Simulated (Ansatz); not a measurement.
**AlAs wire along [111], 26 atoms a period, H-terminated: bands along the axis**

Aim: is the AlAs wire along [111], 26 atoms a period, H-terminated a metal or a semiconductor?

Calculated with Ansatz 0.2.0; DFT PBE, plane waves, PAW; relaxation of a wire's period; PAW set soft_1, in the first sound run; inputs show where later runs differ.

### Step 1. Set-up

The cell holds 56 atoms: 13 Al, 13 As and 30 H. Cell: a = 17.467 Å, b = 16.759 Å, c = 9.925 Å, α = 90.0°, β = 90.0°, γ = 90.0°. Vacuum lies along a and b. The structure's axis is c.

### Step 2. Relaxing the period

Band widths follow the bond lengths, so the wire is relaxed first. The atoms and the third cell vector are free; the box across stays fixed as vacuum. A Fermi-Dirac smearing is set since the result may be a metal. The pressure printed is a third of the stress's trace over the whole box, vacuum included; only the stress along the axis is relaxed.

input.yaml reads:

```yaml
crystal:
  lattice:
    - [17.467, 0.0, 0.0]
    - [0.0, 16.759, 0.0]
    - [0.0, 0.0, 9.9246511274]
  atoms:
    - { symbol: Al, position: [0.384024764, 0.430781843, 0.0] }
    - { symbol: Al, position: [0.500006955, 0.640155556, 0.0] }
    - { symbol: As, position: [0.384024764, 0.430781843, 0.25] }
    - { symbol: As, position: [0.500006955, 0.640155556, 0.25] }
    - { symbol: As, position: [0.615989146, 0.430781843, 0.25] }
    - { symbol: H, position: [0.310634965, 0.614525968, 0.28060268] }
    - { symbol: H, position: [0.500006955, 0.272667304, 0.28060268] }
    - { symbol: H, position: [0.689378946, 0.614525968, 0.28060268] }
    - { symbol: H, position: [0.311569867, 0.387182761, 0.302058925] }
    - { symbol: H, position: [0.500006955, 0.727353719, 0.302058925] }
    - { symbol: H, position: [0.688444044, 0.387182761, 0.302058925] }
    - { symbol: Al, position: [0.384024764, 0.570364318, 0.333333333] }
    - { symbol: Al, position: [0.500006955, 0.360990605, 0.333333333] }
    - { symbol: Al, position: [0.615989146, 0.570364318, 0.333333333] }
    - { symbol: As, position: [0.384024764, 0.570364318, 0.583333333] }
    - { symbol: As, position: [0.500006955, 0.360990605, 0.583333333] }
    - { symbol: As, position: [0.615989146, 0.570364318, 0.583333333] }
    - { symbol: H, position: [0.194652774, 0.544734731, 0.613936014] }
    - { symbol: H, position: [0.268042574, 0.41224978, 0.613936014] }
    - { symbol: H, position: [0.310634965, 0.335361018, 0.613936014] }
    - { symbol: H, position: [0.310634965, 0.754108444, 0.613936014] }
    - { symbol: H, position: [0.384024764, 0.202876067, 0.613936014] }
    - { symbol: H, position: [0.457414564, 0.754108444, 0.613936014] }
    - { symbol: H, position: [0.542599346, 0.754108444, 0.613936014] }
    - { symbol: H, position: [0.615989146, 0.202876067, 0.613936014] }
    - { symbol: H, position: [0.689378946, 0.754108444, 0.613936014] }
    - { symbol: H, position: [0.689378946, 0.335361018, 0.613936014] }
    - { symbol: H, position: [0.731971337, 0.41224978, 0.613936014] }
    - { symbol: H, position: [0.805361137, 0.544734731, 0.613936014] }
    - { symbol: Al, position: [0.268042574, 0.50057308, 0.666666667] }
    - { symbol: Al, position: [0.384024764, 0.291199367, 0.666666667] }
    - { symbol: Al, position: [0.384024764, 0.709946793, 0.666666667] }
    - { symbol: Al, position: [0.500006955, 0.50057308, 0.666666667] }
    - { symbol: Al, position: [0.615989146, 0.709946793, 0.666666667] }
    - { symbol: Al, position: [0.615989146, 0.291199367, 0.666666667] }
    - { symbol: Al, position: [0.731971337, 0.50057308, 0.666666667] }
    - { symbol: As, position: [0.268042574, 0.50057308, 0.916666667] }
    - { symbol: As, position: [0.384024764, 0.291199367, 0.916666667] }
    - { symbol: As, position: [0.384024764, 0.709946793, 0.916666667] }
    - { symbol: As, position: [0.500006955, 0.50057308, 0.916666667] }
    - { symbol: As, position: [0.615989146, 0.709946793, 0.916666667] }
    - { symbol: As, position: [0.615989146, 0.291199367, 0.916666667] }
    - { symbol: As, position: [0.731971337, 0.50057308, 0.916666667] }
    - { symbol: H, position: [0.195587676, 0.456973999, 0.968725591] }
    - { symbol: H, position: [0.268042574, 0.587771243, 0.968725591] }
    - { symbol: H, position: [0.311569867, 0.247600286, 0.968725591] }
    - { symbol: H, position: [0.311569867, 0.666347712, 0.968725591] }
    - { symbol: H, position: [0.384024764, 0.797144956, 0.968725591] }
    - { symbol: H, position: [0.456479662, 0.247600286, 0.968725591] }
    - { symbol: H, position: [0.543534248, 0.247600286, 0.968725591] }
    - { symbol: H, position: [0.615989146, 0.797144956, 0.968725591] }
    - { symbol: H, position: [0.688444044, 0.666347712, 0.968725591] }
    - { symbol: H, position: [0.688444044, 0.247600286, 0.968725591] }
    - { symbol: H, position: [0.731971337, 0.587771243, 0.968725591] }
    - { symbol: H, position: [0.804426235, 0.456973999, 0.968725591] }
    - { symbol: Al, position: [0.615989146, 0.430781843, 0.0] }
kpoints:
  mp_grid: { grid: [1, 1, 9] }
scf:
  occupations: { method: fermi_dirac, width: 0.05 }
hamiltonian:
  xc: pbe
  pseudopotentials: { kind: paw, azcp: { folder: soft_1 } }
relax:
  cell: { fix: [a, b, alpha, beta, gamma] }
  max_steps: 45
  f_tol: 0.03
```

Launch:

```console
> ansatz run input.yaml --threads 8 --pin off --max-ram 16384MiB --backend cpu --events-out ev --progress --plain --runs-dir out
```

Numbers of over 12 decimals in the logs are rounded to 6 here.

The program printed:

```text
Engine: ansatz 0.2.0, aarch64-unknown-linux-gnu
Pseudopotentials: kind: paw
Pseudopotential: Al, paw, valence charge 3, recommended cutoff 420 eV (normal), soft_1/Al.paw.azcp
Pseudopotential: As, paw, valence charge 15, recommended cutoff 420 eV (normal), soft_1/As.paw.azcp
Pseudopotential: H, paw, valence charge 1, recommended cutoff 420 eV (normal), soft_1/H.paw.azcp
Functional definition: PBE
  parameter kappa = 0.804
  parameter beta = 0.066725
  exchange = pbe_x(kappa = kappa, mu = beta*pi^2/3)
  correlation = pbe_c(beta = beta)
Crystal: 56 atoms, lattice volume = 2905.238 Å³
Basis set: ecut = 420 eV, 56867 PW (Γ), exchange–correlation on 240×240×144 points (8 copies of the dense FFT grid, shifted against one another)
Bands: 188, of which v1, the nominal top of the filled ones, is band 132 counted from 1 (131 counted from 0)
Symmetry: 2 space group operations
Space group: Pm (ITA 6), of the structure as read, at distance tolerance 1.4e-4 Å
k-points: 5 of 9 (time reversal used)
Non-local potential: Al, projectors of the file, l = 0: 2, l = 1: 2, l = 2: 1
Non-local potential: As, projectors of the file, l = 0: 2, l = 1: 2, l = 2: 3, l = 3: 1
Non-local potential: H, projectors of the file, l = 0: 2, l = 1: 1
PAW form: soft (Blöchl's): semilocal exchange-correlation on the pseudo side does not see the compensation charge
PAW one-centre angular grid: Al, 110 points (default); XC on 64 Gauss nodes
PAW one-centre angular grid: As, 590 points (default); XC on 64 Gauss nodes
PAW one-centre angular grid: H, 110 points (default); XC on 64 Gauss nodes
Initial density: superposition of atomic densities (neutral atoms: chi_scale 0, normalization atom)
Initial wavefunctions: pseudopotential atomic-orbital guess
Functional: x = pbe(κ = 0.804, μ = 0.219515), c = pbe(β = 0.066725)
SCF iter   1: F=—  HF=-70604.282366 eV  |F-HF|=—  |Δ(HF+E_count)|=         —  Δρ=3.49e-2  dr2=4.11e1  ethr=3.10e-3  ⟨swp⟩=7.0  Hψ=4369  notcnv=0  defer=58
preconditioner: auto → Resta (q_TF=auto, 1.829 Å⁻¹)  ε∞=1.7  [insulator: Δε(μ)=3.126 eV  Ē_g=9.708 eV  σ=0.050 eV  W_gap=1.00  n_scr=294 (ndim 8)  ℏωp=8.0 eV  f_vac=0.610  D(μ)=0.00/eV (n_scr^D=0)  ε∞_Penn≈1.7  vacuum switching on, ρ_ref=6.8e-3 e/Å³]
SCF iter   2: F=—  HF=-70592.139107 eV  |F-HF|=—  |Δ(HF+E_count)|=    1.21e1  Δρ=1.41e-2  dr2=6.62e0  ethr=3.10e-3  ⟨swp⟩=3.0  Hψ=1411  notcnv=0  defer=250
SCF iter   3: F=—  HF=-70590.366433 eV  |F-HF|=—  |Δ(HF+E_count)|=    1.77e0  Δρ=3.41e-3  dr2=8.78e-1  ethr=2.51e-3  ⟨swp⟩=3.0  Hψ=1340  notcnv=0  defer=236
SCF iter   4: F=—  HF=-70590.214008 eV  |F-HF|=—  |Δ(HF+E_count)|=   1.52e-1  Δρ=1.27e-3  dr2=6.37e-2  ethr=3.33e-4  ⟨swp⟩=4.0  Hψ=1108  notcnv=0  defer=236
SCF iter   5: F=—  HF=-70590.219457 eV  |F-HF|=—  |Δ(HF+E_count)|=   5.45e-3  Δρ=4.13e-4  dr2=8.39e-3  ethr=2.41e-5  ⟨swp⟩=3.8  Hψ=1680  notcnv=0  defer=228
SCF iter   6: F=—  HF=-70590.219599 eV  |F-HF|=—  |Δ(HF+E_count)|=   1.42e-4  Δρ=1.57e-4  dr2=8.45e-4  ethr=3.18e-6  ⟨swp⟩=2.0  Hψ=1222  notcnv=0  defer=228
SCF iter   7: F=—  HF=-70590.220117 eV  |F-HF|=—  |Δ(HF+E_count)|=   5.17e-4  Δρ=5.01e-5  dr2=1.47e-4  ethr=3.20e-7  ⟨swp⟩=2.0  Hψ=1222  notcnv=0  defer=228
SCF iter   8: F=—  HF=-70590.220152 eV  |F-HF|=—  |Δ(HF+E_count)|=   3.55e-5  Δρ=1.62e-5  dr2=1.15e-5  ethr=5.58e-8  ⟨swp⟩=2.0  Hψ=1017  notcnv=0  defer=228
SCF iter   9: F=—  HF=-70590.220244 eV  |F-HF|=—  |Δ(HF+E_count)|=   9.22e-5  Δρ=5.57e-6  dr2=1.28e-6  ethr=4.36e-9  ⟨swp⟩=2.0  Hψ=1312  notcnv=0  defer=228
SCF iter  10: F=—  HF=-70590.220246 eV  |F-HF|=—  |Δ(HF+E_count)|=   2.00e-6  Δρ=2.25e-6  dr2=4.14e-7  ethr=4.84e-10  ⟨swp⟩=2.0  Hψ=1187  notcnv=0  defer=228
SCF iter  11: F=-70590.220246 eV  HF=-70590.220246 eV  |F-HF|=1.12e-8  |Δ(HF+E_count)|=   7.86e-8  Δρ=8.66e-7  dr2=4.13e-8  ethr=3.79e-11  ⟨swp⟩=3.0  Hψ=2941  notcnv=0
SCF 1 converged in 11 iterations: F = -70590.220246 eV  dr2 = 4.13e-8
  greatest PAW one-centre occupation: 0.999 electrons in one spin orbital (limit 2), on the As atom at site 40 (counted from 0), in its partial waves of l = 2
relax step   1: F+E_penalty+E_count = -70590.22024638 eV  Δ(F+E_penalty+E_count) = +0.000e0 eV  max|allowed force component| = 1.075e0 eV/Å  Δτ_max = 0.0000 Å  P = +0.383 GPa  Ω = 2905.238 Å³  fix = [a, b, alpha, beta, gamma]  reactions: a +0.425, b +0.427 GPa; alpha -0.001 GPa/rad  (11 SCF iters, dr2 threshold 1.00e-7 eV, accepted)
Crystal: 56 atoms, lattice volume = 2915.683 Å³
Basis set: ecut = 420 eV, 57015 PW (Γ), exchange–correlation on 240×240×144 points (8 copies of the dense FFT grid, shifted against one another)
Initial density: handed on by an earlier stage of this run
Initial wavefunctions: those handed on with the density
iter 1 solved again at ethr=6.49e-4 eV; its pass at ethr=3.10e-3 eV (dr2=1.71e0 eV) is discarded
SCF iter   1: F=—  HF=-70593.647145 eV  |F-HF|=—  |Δ(HF+E_count)|=         —  Δρ=7.56e-3  dr2=1.73e0  ethr=6.49e-4  ⟨swp⟩=5.0  Hψ=4635  notcnv=0
preconditioner: auto → Resta (q_TF=auto, 1.828 Å⁻¹)  ε∞=1.8  [insulator: Δε(μ)=1.870 eV  Ē_g=9.093 eV  σ=0.050 eV  W_gap=1.00  n_scr=294 (ndim 8)  ℏωp=8.0 eV  f_vac=0.647  D(μ)=0.00/eV (n_scr^D=0)  ε∞_Penn≈1.8  vacuum switching on, ρ_ref=6.0e-3 e/Å³]
SCF iter   2: F=—  HF=-70593.234414 eV  |F-HF|=—  |Δ(HF+E_count)|=   4.13e-1  Δρ=3.57e-3  dr2=2.98e-1  ethr=6.49e-4  ⟨swp⟩=4.6  Hψ=1768  notcnv=0
SCF iter   3: F=—  HF=-70593.193982 eV  |F-HF|=—  |Δ(HF+E_count)|=   4.04e-2  Δρ=8.87e-4  dr2=4.99e-2  ethr=1.13e-4  ⟨swp⟩=3.0  Hψ=1408  notcnv=0  defer=236
SCF iter   4: F=—  HF=-70593.185767 eV  |F-HF|=—  |Δ(HF+E_count)|=   8.22e-3  Δρ=2.56e-4  dr2=2.63e-3  ethr=1.89e-5  ⟨swp⟩=2.2  Hψ=1016  notcnv=0  defer=236
SCF iter   5: F=—  HF=-70593.185746 eV  |F-HF|=—  |Δ(HF+E_count)|=   2.06e-5  Δρ=8.06e-5  dr2=2.61e-4  ethr=9.95e-7  ⟨swp⟩=2.0  Hψ=1350  notcnv=0  defer=236
SCF iter   6: F=—  HF=-70593.185804 eV  |F-HF|=—  |Δ(HF+E_count)|=   5.82e-5  Δρ=2.37e-5  dr2=4.04e-5  ethr=9.89e-8  ⟨swp⟩=2.0  Hψ=1114  notcnv=0  defer=236
SCF iter   7: F=-70593.185810 eV  HF=-70593.185809 eV  |F-HF|=7.14e-7  |Δ(HF+E_count)|=   5.30e-6  Δρ=8.46e-6  dr2=3.53e-6  ethr=2.12e-9  ⟨swp⟩=3.0  Hψ=2929  notcnv=0
SCF 2 converged in 7 iterations: F = -70593.185810 eV  dr2 = 3.53e-6
  greatest PAW one-centre occupation: 0.999 electrons in one spin orbital (limit 2), on the As atom at site 36 (counted from 0), in its partial waves of l = 2
[...]
Internal energy: -70594.559375 eV  (E = F + TS)
E sigma→0 (E₀):  -70594.559375 eV
Fermi energy:    -1.854028 eV
--- Per-component energies (eV) ---
  E_band       = -5876.097939
  E_kinetic    = 1937.191490
  E_local      = -101977.605567  (includes V_loc(G=0)·N_el)
  E_nonlocal   = -4957.605011
  E_hartree    = 51156.368690
  E_xc         = -1654.235683
  E_vxc        = -1656.859646  (∫ρ·V_xc dr)
  E_paw        = -32299.434490  (= ΣΔE_a)
  E_vpaw       = -1533.930756  (= ΣTr[D̂ρ^β])
  E_aug_tail   = -0.028272  (compensation charges beyond the density's cutoff)
  E_ewald      = 17200.789469
  E_smearing   = -0.000000  (= −TS)
  E_closure    = -0.000000  (closes the sum)
  Σ components = -70594.559375   (vs F -70594.559375, Δ=0.00e0)
--- Forces (eV/Å), atoms counted from 1 ---
  atom   1  Al     0.01085045     0.00685434    -0.02154072
  atom   2  Al    -0.00000000    -0.01272919    -0.02136186
  atom   3  As    -0.01154206    -0.00677106    -0.00113120
  atom   4  As     0.00000000     0.01365899    -0.00068802
  atom   5  As     0.01154206    -0.00677106    -0.00113120
  atom   6  H      0.00385876    -0.00222838    -0.00165190
  atom   7  H      0.00000000     0.00458592    -0.00154745
  atom   8  H     -0.00385876    -0.00222838    -0.00165190
  atom   9  H      0.00523313     0.00270313    -0.00297313
  atom  10  H     -0.00000000    -0.00599506    -0.00322584
  atom  11  H     -0.00523313     0.00270313    -0.00297313
  atom  12  Al    -0.00784251     0.00445067     0.00579428
  atom  13  Al    -0.00000000    -0.00949138     0.00607110
  atom  14  Al     0.00784251     0.00445067     0.00579428
  atom  15  As     0.01703299    -0.00955847     0.00257890
  atom  16  As     0.00000000     0.01944711     0.00252686
  atom  17  As    -0.01703299    -0.00955847     0.00257890
  atom  18  H     -0.00176687    -0.00458816     0.00199460
  atom  19  H     -0.00042092     0.00583926     0.00888700
  atom  20  H      0.00569586    -0.00373210     0.00924154
  atom  21  H      0.00333020     0.00359580     0.00200973
  atom  22  H     -0.00477512     0.00144559     0.00183342
  atom  23  H     -0.00562098    -0.00268286     0.00867622
  atom  24  H      0.00562098    -0.00268286     0.00867622
  atom  25  H      0.00477512     0.00144559     0.00183342
  atom  26  H     -0.00333020     0.00359580     0.00200973
  atom  27  H     -0.00569586    -0.00373210     0.00924154
  atom  28  H      0.00042092     0.00583926     0.00888700
  atom  29  H      0.00176687    -0.00458816     0.00199460
  atom  30  Al    -0.00472510     0.00356412    -0.01276784
  atom  31  Al     0.00069299    -0.00734381    -0.01307533
  atom  32  Al    -0.00582892     0.00242592    -0.01284003
  atom  33  Al    -0.00000000    -0.00014047     0.00781100
  atom  34  Al     0.00582892     0.00242592    -0.01284003
  atom  35  Al    -0.00069299    -0.00734381    -0.01307533
  atom  36  Al     0.00472510     0.00356412    -0.01276784
  atom  37  As    -0.00600666    -0.00834849     0.02584437
  atom  38  As    -0.01025191    -0.00071009     0.02750644
  atom  39  As     0.00421147     0.00991199     0.02666903
  atom  40  As     0.00000000     0.00001428    -0.00069311
[...]
atom  45  H     -0.00823779    -0.00303511    -0.00779708
  atom  46  H      0.01368974     0.00523456    -0.00854232
  atom  47  H     -0.00083391     0.00896214    -0.00813842
  atom  48  H     -0.00247227    -0.01494162    -0.00856119
  atom  49  H     -0.00722441    -0.00516791    -0.00834865
  atom  50  H      0.00722441    -0.00516791    -0.00834865
  atom  51  H      0.00247227    -0.01494162    -0.00856119
  atom  52  H      0.00083391     0.00896214    -0.00813842
  atom  53  H     -0.01368974     0.00523456    -0.00854232
  atom  54  H      0.00823779    -0.00303511    -0.00779708
  atom  55  H     -0.01117418     0.00945065    -0.00812144
  atom  56  Al    -0.01085045     0.00685434    -0.02154072
  max |Σ_I F_I| component: 1.48e-5 eV/Å
--- Stress (GPa, compression-positive) ---
       -0.000937      -0.000000       0.000000
       -0.000000      -0.001876       0.000650
        0.000000       0.000649      -0.009217
  P = ⅓ Tr σ = -0.0040 GPa (-0.040 kbar)
--- Relaxed structure (8 steps of the walk, 7 accepted, 1 SCFs on fresh bases) ---
  F+E_penalty+E_count = -70594.55937471 eV   max|allowed force component| = 2.751e-2 eV/Å   (the final SCF, on the basis selected at the relaxed cell)
  cell:  # Å, volume = 2889.1390 Å³
    - [17.467, 0, 0]
    - [0, 16.759, 0]
    - [0, 0, 9.869656]
  atoms:
    - { symbol: Al, position: [0.385165, 0.431639, 0.00794282] }
    - { symbol: Al, position: [0.5, 0.638933, 0.00788339] }
    - { symbol: As, position: [0.390939, 0.434912, 0.256939] }
    - { symbol: As, position: [0.5, 0.631864, 0.256916] }
    - { symbol: As, position: [0.609061, 0.434912, 0.256939] }
    - { symbol: H, position: [0.304763, 0.617940, 0.276606] }
    - { symbol: H, position: [0.5, 0.265544, 0.276621] }
    - { symbol: H, position: [0.695237, 0.617940, 0.276606] }
    - { symbol: H, position: [0.318783, 0.391505, 0.301686] }
    - { symbol: H, position: [0.5, 0.718648, 0.301920] }
    - { symbol: H, position: [0.681217, 0.391505, 0.301686] }
    - { symbol: Al, position: [0.376733, 0.574755, 0.344619] }
    - { symbol: Al, position: [0.5, 0.352151, 0.344517] }
    - { symbol: Al, position: [0.623267, 0.574755, 0.344619] }
    - { symbol: As, position: [0.380894, 0.572144, 0.593601] }
    - { symbol: As, position: [0.5, 0.357169, 0.593532] }
    - { symbol: As, position: [0.619106, 0.572144, 0.593601] }
    - { symbol: H, position: [0.189173, 0.585908, 0.637993] }
    - { symbol: H, position: [0.237206, 0.428643, 0.591682] }
    - { symbol: H, position: [0.309057, 0.298682, 0.590291] }
    - { symbol: H, position: [0.273514, 0.738163, 0.638236] }
    - { symbol: H, position: [0.415780, 0.177162, 0.638969] }
    - { symbol: H, position: [0.428149, 0.773486, 0.590574] }
    - { symbol: H, position: [0.571851, 0.773486, 0.590574] }
    - { symbol: H, position: [0.584220, 0.177162, 0.638969] }
    - { symbol: H, position: [0.726486, 0.738163, 0.638236] }
    - { symbol: H, position: [0.690943, 0.298682, 0.590291] }
    - { symbol: H, position: [0.762794, 0.428643, 0.591682] }
    - { symbol: H, position: [0.810827, 0.585908, 0.637993] }
    - { symbol: Al, position: [0.251279, 0.516545, 0.647855] }
    - { symbol: Al, position: [0.389017, 0.267921, 0.647707] }
    - { symbol: Al, position: [0.362283, 0.717030, 0.647653] }
    - { symbol: Al, position: [0.5, 0.500547, 0.661023] }
    - { symbol: Al, position: [0.637717, 0.717030, 0.647653] }
    - { symbol: Al, position: [0.610983, 0.267921, 0.647707] }
    - { symbol: Al, position: [0.748721, 0.516545, 0.647855] }
    - { symbol: As, position: [0.268505, 0.492518, 0.904361] }
    - { symbol: As, position: [0.377253, 0.295976, 0.903972] }
    - { symbol: As, position: [0.391145, 0.713777, 0.904057] }
    - { symbol: As, position: [0.5, 0.500677, 0.916789] }
    - { symbol: As, position: [0.608855, 0.713777, 0.904057] }
    - { symbol: As, position: [0.622747, 0.295976, 0.903972] }
    - { symbol: As, position: [0.731495, 0.492518, 0.904361] }
    - { symbol: H, position: [0.203516, 0.443582, 0.964584] }
    - { symbol: H, position: [0.254372, 0.566942, 0.988407] }
    - { symbol: H, position: [0.304159, 0.261661, 0.964244] }
    - { symbol: H, position: [0.322220, 0.689424, 0.988156] }
    - { symbol: H, position: [0.399335, 0.796968, 0.963988] }
    - { symbol: H, position: [0.432091, 0.245997, 0.987904] }
    - { symbol: H, position: [0.567909, 0.245997, 0.987904] }
    - { symbol: H, position: [0.600665, 0.796968, 0.963988] }
    - { symbol: H, position: [0.677780, 0.689424, 0.988156] }
    - { symbol: H, position: [0.695841, 0.261661, 0.964244] }
    - { symbol: H, position: [0.745628, 0.566942, 0.988407] }
    - { symbol: H, position: [0.796484, 0.443582, 0.964584] }
    - { symbol: Al, position: [0.614835, 0.431639, 0.00794282] }
[key lines of the parts left out:]
SCF converged after 4 iterations
Free energy (F): -70594.559375 eV
```

The job ended after 6.6 min (8 threads of Arm Neoverse V2, shared host; peak memory 10 GiB; 52 min of CPU time).

Relaxation path:

| step | energy less that of the first step (eV) | largest force component (eV/Å) | pressure (GPa) | volume (Å³) |
| --- | --- | --- | --- | --- |
| 1 | 0.0000 | 1.0754 | 0.38 | 2905.24 |
| 2 | -2.9656 | 0.5070 | 0.23 | 2915.68 |
| 3 | -3.8305 | 0.2501 | 0.01 | 2916.25 |
| 4 | -4.0891 | 0.3068 | 0.02 | 2904.56 |
| 5 | -4.3119 | 0.1032 | -0.01 | 2880.90 |
| 6 | -4.3026 | 0.1950 | 0.01 | 2905.58 |
| 7 | -4.3367 | 0.0166 | -0.01 | 2886.91 |
| 8 | -4.3411 | 0.0276 | 0.00 | 2889.14 |
| 9* | -4.3391 | 0.0275 | 0.00 | 2889.14 |

Relaxation steps marked * repeat the geometry before them on a plane-wave basis chosen anew for their cell, so energy and pressure can jump there. Relaxation step 6 was tried and not accepted.

Forces are held to the 2 operations that the run works with; a distortion that breaks them can't arise in this run.

```csv
cell as run,before,after,change
c (Å),9.925,9.870,-0.6 %
```

The atoms that moved most (Å, along periodic axes as changes of fractional coordinates times the final cell, across vacuum about the mean position):

```
atom      dx      dy      dz  length
 H22   0.555  -0.431   0.247   0.745
 H25  -0.555  -0.431   0.247   0.745
 H21  -0.648  -0.267   0.240   0.741
 H26   0.648  -0.267   0.240   0.741
 H18  -0.096   0.690   0.237   0.736
 H29   0.096   0.690   0.237   0.736
 H20  -0.027  -0.615  -0.233   0.658
 H27   0.027  -0.615  -0.233   0.658
```

This step gave:

| Quantity | Value |
| --- | --- |
| cell length along the wire | 9.870 Å |

The cell's length comes to 9.870 Å with spin left out.

(Continued in part 2 of 2.)

[Logs are printed without paths, hosts, clocks, repeated set-up lines and the standing remarks that a program may print on its own settings, such as how far it seeks lower states.]

[Hosts, paths, dates, database ids (printed as entryN), source tags and the programs' standing remarks are cut or masked in the printed files.]
